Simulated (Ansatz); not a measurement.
Write the native input for Ansatz 0.2.0 that does the following.

```
Task                : band structure
Functional          : PBEsol
Potentials or basis : all-electron LAPW, scalar-relativistic
Cutoff              : 233 eV (chosen from the basis error)
Basis error allowed : 0.001 eV/atom
k mesh              : 8 × 8 × 4
Occupations         : fermi-dirac, width 0.05 eV
Spin                : no spin polarisation
```

The system is Ag.

```xyz
2
Lattice="2.9300 0.0000 0.0000 -1.4650 2.5375 0.0000 0.0000 0.0000 4.7900" Properties=species:S:1:pos:R:3 pbc="T T T"
Ag    1.4650    0.8458    3.5925
Ag    0.0000    1.6916    1.1975
```

This isn't the form of Ag at room conditions, which is fcc.

One way to write it, as run:

input.yaml

```yaml
crystal:
  lattice:
    - [2.93, 0.0, 0.0]
    - [-1.465, 2.5374544331, 0.0]
    - [0.0, 0.0, 4.79]
  atoms:
    - { symbol: Ag, position: [0.6666666667, 0.3333333333, 0.75] }
    - { symbol: Ag, position: [0.3333333333, 0.6666666667, 0.25] }
kpoints:
  mp_grid: { grid: [8, 8, 4] }
  band_path:
    path:
      - [0.0, 0.0, 0.0]
      - [0.5, 0.0, 0.0]
      - [0.3333333333, 0.3333333333, 0.0]
      - [0.0, 0.0, 0.0]
      - [0.0, 0.0, 0.5]
      - [0.5, 0.0, 0.5]
      - [0.3333333333, 0.3333333333, 0.5]
      - [0.0, 0.0, 0.5]
    npoints: 12
scf:
  occupations: { method: fermi_dirac, width: 0.05 }
hamiltonian:
  xc: pbesol
  pseudopotentials: { kind: all_electron, lapw: { basis_error: 0.001 } }
output:
  forces: true
  stress: true
  eigenvalues: true
```

Potentials or basis: all-electron LAPW, scalar-relativistic.

Launch:

```bash
$ ansatz run input.yaml --threads 1 --pin off --max-ram 3072MiB --backend cpu --events-out ev --progress --plain --runs-dir out
```

Results of the run:

```
Pressure                : -6.0 GPa
Band gap along the path : none (metal or under the smearing width)
```

Caveat: the k mesh is thin for a metal, which can move the energy by tens of meV per atom.

It took 22 s on 1 thread of Intel(R) Xeon(R) Processor @ 2.50GHz (Skylake/Cascade Lake) (shared host), peak memory 0.31 GiB.
